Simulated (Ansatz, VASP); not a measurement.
Given: the input of a run of Ansatz 0.2.0 on Al2Pt.

File input.yaml:

```yaml
crystal:
  lattice:
    - [0.0, 2.9150626719, 2.9150626719]
    - [2.9150626719, 0.0, 2.9150626719]
    - [2.9150626719, 2.9150626719, 0.0]
  atoms:
    - { symbol: Pt, position: [0.0, 0.0, 0.0] }
    - { symbol: Al, position: [0.75, 0.75, 0.75] }
    - { symbol: Al, position: [0.25, 0.25, 0.25] }
hamiltonian:
  xc: pbe
  pseudopotentials: { kind: paw }
kpoints:
  mp_grid: { grid: [8, 8, 8] }
scf:
  occupations: { method: fermi_dirac, width: 0.05 }
output:
  forces: true
  stress: true
  eigenvalues: true
```

Potentials or basis: Ansatz PAW.

Command:

```bash
$ ansatz run input.yaml --threads 2 --pin off --max-ram 5120MiB --backend cpu --events-out ev --progress --plain --runs-dir out
```

Task: Set up the same calculation for VASP 6.6.1. Potentials there: VASP PAW PBE potentials, release 64 (Pt, Al).

Result: As run (the cutoff follows the program's own potentials):

File INCAR:

```
  PREC = Accurate
  ENCUT = 520
  EDIFF = 1E-6
  ISMEAR = -1
  SIGMA = 0.05
  LREAL = False
  LASPH = True
  NELM = 60
  ALGO = Normal
  ISIF = 2
  LWAVE = False
  LCHARG = True
  GGA = PE
  LELF = True
  LVHAR = True
  NBANDS = 15
```

File KPOINTS:

```
regular mesh
0
Gamma
  8 8 8
```

The input POSCAR:

```
Al2Pt
1.0
    0.0000000000      2.9150626719      2.9150626719
    2.9150626719      0.0000000000      2.9150626719
    2.9150626719      2.9150626719      0.0000000000
Pt Al
1 2
Direct
    0.0000000000      0.0000000000      0.0000000000
    0.7500000000      0.7500000000      0.7500000000
    0.2500000000      0.2500000000      0.2500000000
```

Potentials or basis: VASP PAW PBE potentials, release 64 (Pt, Al).

The run is started by

```console
$ cat potpaw_PBE.64/Pt/POTCAR potpaw_PBE.64/Al/POTCAR > POTCAR
$ mpirun -np 1 vasp_std > vasp.out
```

Both were run:

|  | VASP | Ansatz | Ansatz less VASP |
| --- | --- | --- | --- |
| gap on the k mesh at the Fermi level (eV) | none | none | - |
| pressure (GPa) | 8.6 | 8.7 | +0.16 |

A gap of «none» marks a metal or a gap that the smearing closes. The two sets of potentials don't hold the same shells in valence.

Spin-orbit coupling is left out, which matters for the levels of Pt.
